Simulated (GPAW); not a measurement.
# La2O3 (P-3m1) in GPAW: a series of runs

The runs below take La2O3 through Born charges, equation of state, band structure, with PBE+D3(op), LDA, PBE.

All numbers are computed with GPAW 26.7.0; they aren't measurements. Logs are shortened: lines on timing, memory, paths and dates and some standing lists are left out, and cuts for length are marked. The log counts tension as positive stress, the text compression.

### 1 The crystal as given

Symmetry: P-3m1, No. 164, trigonal system. The conventional cell has a = 3.931 Å, b = 3.931 Å, c = 6.112 Å, α = 90.00°, β = 90.00°, γ = 120.00°. Around La (site symmetry 3m) lie 4 O at 2.36 to 2.44 Å. O (site symmetry -3m) has 6 La at 2.72 Å as nearest neighbours. O (site symmetry 3m) has 4 La at 2.36 to 2.44 Å as nearest neighbours.

The cell is a database's computed one.

### 2 Born charges, PBE+D3(op)

Contents of run.py:

```python
import json
import numpy as np
from ase import Atoms
from ase.calculators.mixing import SumCalculator
from ase.constraints import FixSymmetry
from ase.io import write
from ase.optimize import BFGS
from contextlib import redirect_stdout
from dftd3.ase import DFTD3
from io import StringIO
from phonopy import Phonopy
from phonopy.structure.atoms import PhonopyAtoms
from gpaw import GPAW, PW
from gpaw.berryphase import polarization_phase

atoms = Atoms(['La', 'La', 'O', 'O', 'O'],
              cell=[[3.930777878, 0.0, 0.0],
                    [-1.965388939, 3.404153499, 0.0],
                    [0.0, 0.0, 6.11195352]],
              scaled_positions=[[0.3333333333, 0.6666666667, 0.24623568],
                                [0.6666666667, 0.3333333333, 0.75376432],
                                [0.0, 0.0, 0.0],
                                [0.3333333333, 0.6666666667, 0.64589065],
                                [0.6666666667, 0.3333333333, 0.35410935]],
              pbc=True)

calc = GPAW(mode=PW(680),
            xc='PBE',
            kpts={'size': (5, 5, 3), 'gamma': True},
            occupations={'name': 'fermi-dirac', 'width': 0.2},
            nbands=42,
            convergence={'density': 1e-06, 'eigenstates': 1e-09},
            maxiter=60,
            txt='gpaw.txt')
atoms.calc = SumCalculator([calc, DFTD3(method='pbe', damping='d3op')])
atoms.set_constraint(FixSymmetry(atoms))
BFGS(atoms, trajectory='relax.traj', logfile='-').run(fmax=0.005, steps=40)
atoms.set_constraint()
energy = atoms.get_potential_energy()
forces = atoms.get_forces()
stress = atoms.get_stress()
calc.write('gs.gpw')
write('result.traj', atoms)
print('Cell:', atoms.cell.cellpar().round(4))
print(atoms.get_scaled_positions().round(5))

n = len(atoms)
unit = PhonopyAtoms(symbols=atoms.get_chemical_symbols(), cell=atoms.cell[:], scaled_positions=atoms.get_scaled_positions())
ph = Phonopy(unit, supercell_matrix=np.eye(3, dtype=int), primitive_matrix=np.eye(3), symprec=1e-4)
ph.generate_displacements(distance=0.01, is_plusminus=True)
forces, phases = [], []
for i, move in enumerate(ph.dataset['first_atoms']):
    b = atoms.copy()
    b.positions[move['number']] += move['displacement']
    c = GPAW(mode=PW(680),
             xc='PBE',
             kpts={'size': (5, 5, 3), 'gamma': True},
             occupations={'name': 'fermi-dirac', 'width': 0.2},
             nbands=42,
             convergence={'density': 1e-06, 'eigenstates': 1e-09},
             maxiter=60,
             symmetry='off',
             txt=f'disp-{i:02d}.txt')
    b.calc = SumCalculator([c, DFTD3(method='pbe', damping='d3op')])
    f = b.get_forces()
    forces.append(f - f.mean(axis=0))
    with redirect_stdout(StringIO()):
        phases.append(polarization_phase(calc=c)['phase_c'])
    print(move['number'], np.round(move['displacement'], 4), 'phases', phases[-1].round(5), flush=True)

# each pair of opposite moves, with its images under the space group
ops, cell, spos = ph.symmetry.symmetry_operations, atoms.cell[:].T, atoms.get_scaled_positions()
moves, dipoles = [[] for a in atoms], [[] for a in atoms]
for move, up, down in zip(ph.dataset['first_atoms'][::2], phases[::2], phases[1::2]):
    dphi = (up - down + np.pi) % (2 * np.pi) - np.pi
    dp = dphi @ atoms.cell[:] / (2 * np.pi)  # e A
    for w, t in zip(ops['rotations'], ops['translations']):
        x = w @ spos[move['number']] + t - spos
        b = np.linalg.norm(x - x.round(), axis=1).argmin()
        R = cell @ w @ np.linalg.inv(cell)
        moves[b].append(R @ move['displacement'] * 2)
        dipoles[b].append(R @ dp)
Z = np.array([np.linalg.lstsq(np.array(u), np.array(p), rcond=None)[0].T for u, p in zip(moves, dipoles)])  # Z[a, i, j] = dp_i / du_j
ph.forces = forces
ph.produce_force_constants()
ph.symmetrize_force_constants()
H = ph.force_constants.transpose(0, 2, 1, 3).reshape((3 * n, 3 * n))
rule = Z.sum(axis=0)
print('Sum of the charges:')
print(rule.round(4))
Z -= rule / n
for a in atoms:
    print(a.symbol)
    print(Z[a.index].round(3))
w = np.repeat(atoms.get_masses()**-0.5, 3)
omega2, modes = np.linalg.eigh(H * w * w[:, None])
nu = np.sign(omega2) * abs(omega2)**0.5 * 521.4709  # cm^-1
dipoles = np.einsum('aij,ajm->mi', Z, (modes * w[:, None]).reshape((n, 3, -1)))  # e / amu^0.5
optical = np.argsort(abs(omega2))[3:]
eps_ion = sum(np.outer(dipoles[m], dipoles[m]) / omega2[m] for m in optical) * 4 * np.pi * 14.399645 / atoms.get_volume()
for m in range(3 * n):
    print(f'{nu[m]:9.2f} cm^-1  IR {(dipoles[m]**2).sum():8.4f} e^2/amu')
print('Lattice part of the dielectric tensor:')
print(eps_ion.round(3))
json.dump({'Z': Z.tolist(), 'rule': rule.tolist(), 'nu': nu.tolist(), 'ir': (dipoles**2).sum(1).tolist(), 'eps_ion': eps_ion.tolist()},
          open('born.json', 'w'))
```

Potentials or basis: GPAW PAW data sets (gpaw-data 1.2.1), pw.

Command:

```console
$ OMP_NUM_THREADS=1 python run.py
```

gpaw.txt:

```text
__  _  _
 | _ |_)|_||  |
 |__||  | ||/\| - 26.7.0

Input parameters:
  mode=PW(ecut=680.0),
  convergence={'density': 1e-06, 'eigenstates': 1e-09},
  kpts=MonkhorstPack(size=(5, 5, 3), gamma=True),
  maxiter=60,
  nbands=42,
  occupations=Occupations(name='fermi-dirac', width=0.2),
  xc=XC(name='PBE')

Diagonalizing LCAO Hamiltonian
Converting LCAO to pw mode

         O   La

         La  O

       O

Atoms  # Å, Bohr magnetons
|   | symbol |         x |        y |        z |    initial magnetic moments |
|---|--------|-----------|----------|----------|-----------------------------|
| 0 |     La | -0.000000 | 2.269436 | 1.504981 | ( 0.0000,  0.0000,  0.0000) |
| 1 |     La |  1.965389 | 1.134718 | 4.606972 | ( 0.0000,  0.0000,  0.0000) |
| 2 |      O | -0.000000 | 0.000000 | 0.000000 | ( 0.0000,  0.0000,  0.0000) |
| 3 |      O | -0.000000 | 2.269436 | 3.947654 | ( 0.0000,  0.0000,  0.0000) |
| 4 |      O |  1.965389 | 1.134718 | 2.164300 | ( 0.0000,  0.0000,  0.0000) |

Unit cell  # Å
| periodic |         x |        y |        z |  lengths |     angles |
|----------|-----------|----------|----------|----------|------------|
|      yes |  3.930778 | 0.000000 | 0.000000 | 3.930778 |  90.000000 |
|      yes | -1.965389 | 3.404153 | 0.000000 | 3.930778 |  90.000000 |
|      yes |  0.000000 | 0.000000 | 6.111954 | 6.111954 | 120.000000 |

Number of symmetries: 12
Symmetry operations  # r_c * U_cc + t_c -> r_c
|    | kind |            matrix            |
|----|------|------------------------------|
|  0 |  σ   |  1, 1, 0,  0,-1, 0,  0, 0, 1 |
|  1 |  S6  |  1, 1, 0, -1, 0, 0,  0, 0,-1 |
|  2 |  E   |  1, 0, 0,  0, 1, 0,  0, 0, 1 |
|  3 |  C2  |  1, 0, 0, -1,-1, 0,  0, 0,-1 |
|  4 |  C2  |  0, 1, 0,  1, 0, 0,  0, 0,-1 |
|  5 |  C3  |  0, 1, 0, -1,-1, 0,  0, 0, 1 |
|  6 |  S6  |  0,-1, 0,  1, 1, 0,  0, 0,-1 |
|  7 |  σ   |  0,-1, 0, -1, 0, 0,  0, 0, 1 |
|  8 |  σ   | -1, 0, 0,  1, 1, 0,  0, 0, 1 |
|  9 |  i   | -1, 0, 0,  0,-1, 0,  0, 0,-1 |
| 10 |  C3  | -1,-1, 0,  1, 0, 0,  0, 0, 1 |
| 11 |  C2  | -1,-1, 0,  0, 1, 0,  0, 0,-1 |

BZ-sampling:
  Number of BZ points: 75
  Number of IBZ points: 12

  Monkhorst-Pack size: [5, 5, 3]
  Monkhorst-Pack shift: [0, 0, 0]

K-points  # in reciprocal-cell coordinates
|     |                                coordinates |     weight |
|-----|--------------------------------------------|------------|
|   0 | (  0.00000000,   0.00000000,   0.00000000) | 0.01333333 |
|   1 | (  0.00000000,   0.00000000,   0.33333333) | 0.02666667 |
|   2 | (  0.20000000,   0.00000000,  -0.33333333) | 0.08000000 |
|   3 | (  0.20000000,   0.00000000,   0.00000000) | 0.08000000 |
|   4 | (  0.20000000,   0.00000000,   0.33333333) | 0.08000000 |
|   5 | (  0.40000000,  -0.20000000,   0.00000000) | 0.08000000 |
|   6 | (  0.40000000,  -0.20000000,   0.33333333) | 0.16000000 |
|   7 | (  0.40000000,   0.00000000,  -0.33333333) | 0.08000000 |
|   8 | (  0.40000000,   0.00000000,   0.00000000) | 0.08000000 |
|   9 | (  0.40000000,   0.00000000,   0.33333333) | 0.08000000 |
| ... |                                            |            |
|  11 | (  0.40000000,   0.40000000,   0.33333333) | 0.16000000 |

Plane wave coefficients: 3355
Cutoff: 680.0 eV

Spin-components: 1 (collinear spins)
Bands:           42
Projectors:      31
Spin-degeneracy: 2
Datatype:        complex128

Parallelization:
  kpt:    1
  domain: 1
  band:   1

Density:
  Valence electrons: 40.0
  Components: 1
  Grid points: [24 24 40]
  Charge: 0.0  # |e|

Potential:
  Grid points: [24 24 40]

species:
  La:
    name:    Lanthanum
    Z:       57.0
    valence: 11
    core:    46
    charge:  0.0  # [|e|]
    compensation charges:
      type: gauss
      rc: 0.35  # [Å]
      lmax: 2
    cutoffs:
      filter: 1.17  # [Å]
      core: 2.19  # [Å]
    projectors
    | kind |    occ | energy [eV] | rcut [Å] |
    |------|--------|-------------|----------|
    |   5s |  2.000 |     -38.923 |    1.164 |
    |   6s |  2.000 |      -3.679 |    1.164 |
    |   5p |  6.000 |     -22.400 |    1.164 |
    |   6p |  0.000 |      -1.352 |    1.164 |
    |   5d |  1.000 |      -3.090 |    1.164 |
    |   4f |  0.000 |      -4.340 |    1.164 |
    |    d |        |      24.122 |    1.164 |
    |    f |        |      22.872 |    1.164 |

    Using partial waves for La as LCAO basis

  O:
    name:    Oxygen
    Z:       8.0
    valence: 6
    core:    2
    charge:  0.0  # [|e|]
    compensation charges:
      type: gauss
      rc: 0.21  # [Å]
      lmax: 2
    cutoffs:
      filter: 1.17  # [Å]
      core: 0.83  # [Å]
    projectors
    | kind |    occ | energy [eV] | rcut [Å] |
    |------|--------|-------------|----------|
    |   2s |  2.000 |     -23.961 |    0.688 |
    |   2p |  4.000 |      -9.029 |    0.598 |
    |    s |        |       3.251 |    0.688 |
    |    p |        |      18.182 |    0.598 |
    |    d |        |       0.000 |    0.619 |

    Using partial waves for O as LCAO basis

Reference energy: -468348.802346  # eV

eigensolver:
  PPCG
  Converge bands: occupied
  niter=2

density mixing:
  MSR1-Mixer
  Pratt-step length: 0.05
  Maximum mixing coefficient: 0.75
  Old densities: 10
  SVD Regularization: 0.005
  Good broyden scale: 1.0
  Trust region scale: 1.0
  Backstep threshold: 4.0
  History deletion threshold: 6.0
  Fourier metric: weight=20.0, sigma=0.015

occupation numbers:
  Fermi-Dirac:
    width: 0.2000  # eV

poisson solver:
  ecut: 5440.0  # eV

xc functional:
  name: PBE with 2 nearest neighbor stencil

convergence criteria:
- Maximum integral of absolute [dens]ity change: 1e-06 electrons / valence electron
- Maximum integral of absolute [eigenst]ate change: 1e-09 eV^2 / valence electron
- Maximum [total energy] change in last 3 cyles: 0.0005 eV / valence electron
maximum number of iterations: 60

SCF iterations
|iter     | |      energy | eigst |  dens |
|---------|-|-------------|-------|-------|
|iter:   1| |  -46.513364 | -0.07 |       |
|iter:   2| |  -45.041877 | -0.80 | -0.86 |
|iter:   3| |  -41.982707 | +0.16 | -0.92 |
|iter:   4| |  -41.963335 | -1.74 | -1.40 |
|iter:   5| |  -41.985818 | -2.21 | -1.63 |
|iter:   6| |  -41.985597 | -3.17 | -2.48 |
|iter:   7| |  -41.985897c| -3.74 | -2.94 |
|iter:   8| |  -41.985853c| -4.40 | -3.20 |
|iter:   9| |  -41.985857c| -6.24 | -3.87 |
|iter:  10| |  -41.985858c| -7.29 | -4.38 |
|iter:  11| |  -41.985858c| -8.12 | -4.94 |
|iter:  12| |  -41.985858c| -8.90 | -5.47 |
|iter:  13| |  -41.985858c| -9.79c| -6.02c|

Converged in 13 steps
Energy contributions relative to reference atoms: (reference = -468348.802346)

Energy contributions:
  Kinetic:          60.133230
  Coulomb:         -57.991857
  Zero:             -0.507941
  External:          0.000000
  Xc:              -43.619164
  Entropy:          -0.000252
  Spinorbit:         0.000000
  ----------------------------
  Free energy:     -41.985984
  Extrapolated:    -41.985858

dipole moment: (16.575975, -9.570151, -17.182633)  # |e|*Ang

Fermi level: 10.094
Eigenvalues  # (at kpt = [0.000, 0.000, 0.000])
| band index |      eig [eV] | occ [0-2] |
|------------|---------------|-----------|
|          0 |       -21.760 |     2.000 |
|        ... |               |           |
|         12 |         5.679 |     2.000 |
|         13 |         5.862 |     2.000 |
|         14 |         5.862 |     2.000 |
|         15 |         5.982 |     2.000 |
|         16 |         6.406 |     2.000 |
|         17 |         7.686 |     2.000 |
[... 337 lines left out ...]
Unit cell  # Å
| periodic |         x |        y |        z |  lengths |     angles |
|----------|-----------|----------|----------|----------|------------|
|      yes |  3.930778 | 0.000000 | 0.000000 | 3.930778 |  90.000000 |
|      yes | -1.965389 | 3.404153 | 0.000000 | 3.930778 |  90.000000 |
|      yes |  0.000000 | 0.000000 | 6.111954 | 6.111954 | 120.000000 |

convergence criteria:
- Maximum integral of absolute [dens]ity change: 1e-06 electrons / valence electron
- Maximum integral of absolute [eigenst]ate change: 1e-09 eV^2 / valence electron
- Maximum [total energy] change in last 3 cyles: 0.0005 eV / valence electron
maximum number of iterations: 60

SCF iterations
|iter     | |      energy | eigst |  dens |
|---------|-|-------------|-------|-------|
|iter:   1| |  -41.985973c| -4.51 |       |
|iter:   2| |  -41.985971c| -6.49 | -3.90 |
|iter:   3| |  -41.985966c| -5.86 | -3.96 |
|iter:   4| |  -41.985966c| -6.52 | -4.35 |
|iter:   5| |  -41.985965c| -6.92 | -4.66 |
|iter:   6| |  -41.985965c| -8.26 | -5.03 |
|iter:   7| |  -41.985965c| -9.06c| -5.47 |
|iter:   8| |  -41.985965c| -9.24c| -5.75 |
|iter:   9| |  -41.985965c|-10.18c| -6.52c|

Converged in 9 steps
Energy contributions relative to reference atoms: (reference = -468348.802346)

Energy contributions:
  Kinetic:          60.056365
  Coulomb:         -57.927778
  Zero:             -0.507982
  External:          0.000000
  Xc:              -43.606444
  Entropy:          -0.000252
  Spinorbit:         0.000000
  ----------------------------
  Free energy:     -41.986091
  Extrapolated:    -41.985965

dipole moment: (16.575852, -9.570081, -17.182506)  # |e|*Ang

Fermi level: 10.094
Eigenvalues  # (at kpt = [0.000, 0.000, 0.000])
| band index |      eig [eV] | occ [0-2] |
|------------|---------------|-----------|
|          0 |       -21.761 |     2.000 |
|        ... |               |           |
|         12 |         5.676 |     2.000 |
|         13 |         5.868 |     2.000 |
|         14 |         5.868 |     2.000 |
|         15 |         5.986 |     2.000 |
|         16 |         6.403 |     2.000 |
|         17 |         7.685 |     2.000 |
[... 8 lines left out ...]
|         26 |        13.446 |     0.000 |
|         27 |        13.645 |     0.000 |
|        ... |               |           |
|         41 |        17.982 |     0.000 |

Gap: 4.037 eV
Transition (v -> c):
  (s=0, k=0, n=19, [0.00, 0.00, 0.00]) -> (s=0, k=10, n=20, [0.40, 0.40, 0.00])
Direct/indirect transitions are different
Direct gap: 4.175 eV
Transition at: (s=0, k=10, n=19, [0.40, 0.40, 0.00])

Forces  # eV/Ang
|        x |        y |        z |
|----------|----------|----------|
|  0.00000 |  0.00000 | -0.01344 |  # La   0
| -0.00000 | -0.00000 |  0.01344 |  # La   1
|  0.00000 |  0.00000 |  0.00000 |  # O    2
|  0.00000 |  0.00000 | -0.00745 |  # O    3
|  0.00000 |  0.00000 |  0.00745 |  # O    4

Stress tensor  # eV/Ang^3
|         x |         y |         z |
|-----------|-----------|-----------|
| -0.007724 |  0.000000 |  0.000000 |
|  0.000000 | -0.007724 | -0.000000 |
|  0.000000 | -0.000000 | -0.008236 |

# Writing to gs.gpw (mode='')
```

Run time: 22 min. Hardware: 1 thread of AMD EPYC 7R43 (Zen 3), shared host; peak memory 1.7 GiB.

What came out:

* Free energy: -43.0342 eV
* Pressure after relaxing: 0.1 GPa
* Band gap on the k mesh: 4.04 eV, indirect (least direct gap 4.18 eV)
* Born charges (mean of the diagonal): La +4.11; O -2.69, -2.76 e
* Highest phonon frequency at Γ, LO-TO splitting left out: 434 cm⁻¹
* Dispersion energy per atom: -0.210 eV

Forces in eV/Å, atoms in the order of the input:
```
La   0.000  0.000  0.002
La   0.000  0.000 -0.002
O    0.000  0.000  0.000
O    0.000  0.000  0.001
O    0.000  0.000 -0.001
```

Stress tensor (GPa, compression positive):
```
0.06 0.00 0.00
0.00 0.06 0.00
0.00 0.00 0.21
```

Final structure:
```
La O
1.0
     3.93078    0.00000    0.00000
    -1.96539    3.40415    0.00000
     0.00000    0.00000    6.11195
La O
2 3
Direct
  0.33333 0.66667 0.24592
  0.66667 0.33333 0.75408
  0.00000 0.00000 0.00000
  0.33333 0.66667 0.64633
  0.66667 0.33333 0.35367
```

Phonon frequencies in cm⁻¹ (negative: imaginary):
| q point | frequencies |
| --- | --- |
| (0.000, 0.000, 0.000) | 0 0 0 100 100 181 181 186 189 356 356 386 389 389 434 |

Born effective charge tensors (e):
atom 1, La
```
4.26 0.00 0.00
0.00 4.26 0.00
0.00 0.00 3.81
```
atom 2, La
```
4.26 0.00 0.00
0.00 4.26 0.00
0.00 0.00 3.81
```
atom 3, O
```
-2.75  0.00  0.00
 0.00 -2.75  0.00
 0.00  0.00 -2.57
```
atom 4, O
```
-2.88  0.00  0.00
 0.00 -2.88  0.00
 0.00  0.00 -2.52
```
atom 5, O
```
-2.88  0.00  0.00
 0.00 -2.88  0.00
 0.00  0.00 -2.52
```

Caveat: the k mesh is coarse; the cutoff is short for stress and forces, so pressures can be off by a GPa or more; one-centre terms of the f shell are cut off; the LO-TO splitting is left out; spin-orbit coupling is left out, which moves the levels of the heavy elements; an odd mesh through Γ misses points on the zone boundary, where band edges often lie.

### 3 Equation of state, LDA

Contents of run.py:

```python
from ase import Atoms
from ase.eos import EquationOfState
from ase.io import Trajectory
from ase.units import GPa
from gpaw import GPAW, PW

atoms = Atoms(['La', 'La', 'O', 'O', 'O'],
              cell=[[3.930777878, 0.0, 0.0],
                    [-1.965388939, 3.404153499, 0.0],
                    [0.0, 0.0, 6.11195352]],
              scaled_positions=[[0.3333333333, 0.6666666667, 0.24623568],
                                [0.6666666667, 0.3333333333, 0.75376432],
                                [0.0, 0.0, 0.0],
                                [0.3333333333, 0.6666666667, 0.64589065],
                                [0.6666666667, 0.3333333333, 0.35410935]],
              pbc=True)

traj = Trajectory('eos.traj', 'w')
volumes, energies = [], []
for x in [0.94, 0.96, 0.98, 1.0, 1.02, 1.04, 1.06]:
    a = atoms.copy()
    a.set_cell(atoms.cell * x**(1 / 3), scale_atoms=True)
    calc = GPAW(mode=PW(800),
                xc='LDA',
                kpts={'size': (5, 5, 3), 'gamma': True},
                occupations={'name': 'fermi-dirac', 'width': 0.05},
                nbands=42,
                convergence={'density': 1e-05, 'energy': 1e-05},
                maxiter=150,
                txt=f'eos-{x:.2f}.txt')
    a.calc = calc
    energies.append(a.get_potential_energy(force_consistent=True))
    volumes.append(a.get_volume())
    p = -a.get_stress()[:3].mean() / GPa
    calc.write(f'eos-{x:.2f}.gpw')
    traj.write(a)
    print(f'{x:.2f} {volumes[-1]:10.4f} A^3 {energies[-1]:14.6f} eV {p:9.3f} GPa', flush=True)

v0, e0, B = EquationOfState(volumes, energies, eos='birchmurnaghan').fit()
print(f'V0 = {v0:.4f} A^3, E0 = {e0:.6f} eV, B0 = {B / GPa:.2f} GPa')
```

Potentials or basis: the program's PAW data sets (release 1.2.1) made for this functional, pw.

Command:

```console
$ OMP_NUM_THREADS=1 python run.py
```

Wall time 6.5 min (1 thread of Intel Xeon Platinum 8488C (Sapphire Rapids), shared host); peak memory 0.44 GiB.

The run converged. Its results:

```yaml
Equilibrium_volume: 15.68 Å³/atom
Bulk_modulus_at_fixed_shape_and_positions: 152 GPa
Pressure_derivative_of_the_bulk_modulus: 4.4
```

Energy against volume, from the lowest point:
| volume (Å³/atom) | energy (meV/atom) |
| --- | --- |
| 15.375 | 2.89 |
| 15.703 | 0.00 |
| 16.030 | 3.52 |
| 16.357 | 12.81 |
| 16.684 | 27.22 |
| 17.011 | 46.24 |
| 17.338 | 69.37 |

Caveat: the k mesh is coarse (spacing up to 0.37 Å⁻¹), so the values aren't converged; one-centre terms of the f shell are cut off; the cell was scaled at fixed shape and fractional positions, which overstates the stiffness of a crystal with free parameters, most of all of layers and chains.

(Continued in part 2 of 2.)
